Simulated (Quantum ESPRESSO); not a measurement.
## CdS under changes of volume

One of the cells (45.635 Å³/atom); the others are scaled copies at fixed shape and fractional positions:

```
Cd S
1.0
     4.26117    0.00000    0.00000
    -2.13058    3.69028    0.00000
     0.00000    0.00000    5.80417
Cd S
1 1
Direct
  0.00000 0.00000 0.44269
  0.66667 0.33333 0.43431
```

Measurements of this composition are mostly on another form, of space group No. 186.

* Program: Quantum ESPRESSO 7.5
* Functional: PBE
* Potentials or basis: SSSP 1.3 efficiency PBE
* Cutoff: 816 eV
* Density cutoff: 6531 eV
* k mesh: 7 × 7 × 5
* Occupations: fermi-dirac, width 0.05 eV
* Spin: no spin polarisation

```csv
volume (Å³/atom),energy over the lowest point (meV/atom),pressure (GPa),gap on the mesh (eV),largest force (eV/Å)
42.897,12.88,1.8,1.55,0.013
43.810,4.79,1.0,1.52,0.006
44.722,0.64,0.4,1.48,0.001
45.635,0.00,-0.2,1.45,0.004
46.548,?,?,?,?
47.460,7.80,-1.2,1.37,0.013
48.373,15.62,-1.6,1.30,0.017
```

**Question.** What does the run at 46.548 Å³/atom give?

**Answer.** Energy over the lowest point 2.50 meV/atom; pressure -0.7 GPa; gap on the mesh 1.41 eV; largest force 0.009 eV/Å.

Worked out: A Birch-Murnaghan fit of order 3 (a polynomial in V^(-2/3)) to the other rows has its minimum at 45.35 Å³/atom with B0 = V·E''(V) = 28 GPa and B' = 4.6 at fixed shape and positions, which overstates the stiffness. It gives 2.50 meV/atom at 46.548 Å³/atom, against the run's 2.50, and -dE/dV = -0.7 GPa, against -0.7. A parabola through the other rows of the gap, of slope -2.31 eV per unit of ln V there, gives 1.41 eV, against the run's 1.41.

Energies are extrapolated to zero smearing.

Caveats: an odd mesh through Γ misses points on the zone boundary, where band edges often lie. Spin-orbit coupling on Cd is left out.
